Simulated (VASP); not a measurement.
Set up this calculation in VASP 6.6.1, as the native input.

```yaml
Task: relaxation of cell and atoms
Functional: PBE
Potentials_or_basis: VASP PAW PBE potentials, release 64 (Ba_sv, O)
Cutoff: 600 eV
k_mesh: 8 × 8 × 8
Occupations: gaussian, width 0.02 eV
Spin: no spin polarisation
Further_INCAR_settings: ALGO = Fast; EDIFF = 1e-07; IBRION = 2; EDIFFG = -0.005; NSW = 60; ISIF = 3
```

The structure of BaO lies in POSCAR:

```
BaO
1.0
    0.0000000000      2.7600000000      2.7600000000
    2.7600000000      0.0000000000      2.7600000000
    2.7600000000      2.7600000000      0.0000000000
Ba O
1 1
Direct
    0.0000000000      0.0000000000      0.0000000000
    0.5000000000      0.5000000000      0.5000000000
```

The cell was built by a generator and needn't be a form met in nature.

One way to write it, as run:

INCAR

```
SYSTEM = BaO
ALGO     = Fast           ! electronic algorithm
EDIFF    = 1E-7           ! SCF threshold, eV
EDIFFG   = -0.005         ! ionic threshold
ENCUT    = 600            ! plane-wave cutoff, eV
GGA      = PE             ! functional
IBRION   = 2              ! ionic algorithm
ISIF     = 3              ! what is computed and relaxed
ISMEAR   = 0              ! smearing method
KPAR     = 4            
LASPH    = .True.         ! aspherical terms in the spheres
LCHARG   = .False.        ! write CHGCAR
LREAL    = .False.        ! projectors in reciprocal space
LWAVE    = .False.        ! write WAVECAR
NELM     = 120            ! most SCF steps
NSW      = 60             ! ionic steps
PREC     = Accurate       ! precision mode
SIGMA    = 0.02           ! smearing width, eV
```

KPOINTS

```
k-points
0
Gamma
  8 8 8
  0 0 0
```

Potentials or basis: VASP PAW PBE potentials, release 64 (Ba_sv, O).

Launch:

```console
$ cat potpaw_PBE.64/Ba_sv/POTCAR potpaw_PBE.64/O/POTCAR > POTCAR
$ mpirun -np 4 vasp_std > vasp.out
```

It gave:

```
Relaxed volume                         : 22.11 Å³/atom
Relaxed cell                           : a = 3.969 Å, b = 3.969 Å, c = 3.969 Å, α = 60.00°, β = 60.00°, γ = 60.00°
Space group after relaxing (to 0.05 Å) : Fm-3m (No. 225)
Energy gained by relaxing              : 12.4 meV/atom
Ionic steps                            : 3
Pressure after relaxing                : 0.0 GPa
Band gap on the k mesh                 : 2.10 eV, direct
```

Caveat: spin-orbit coupling is left out, which moves the levels of the heavy elements.

Wall time 21 s on 4 MPI ranks on Intel(R) Xeon(R) 6975P-C (Granite Rapids), on a shared host, peak memory 0.18 GiB a rank.
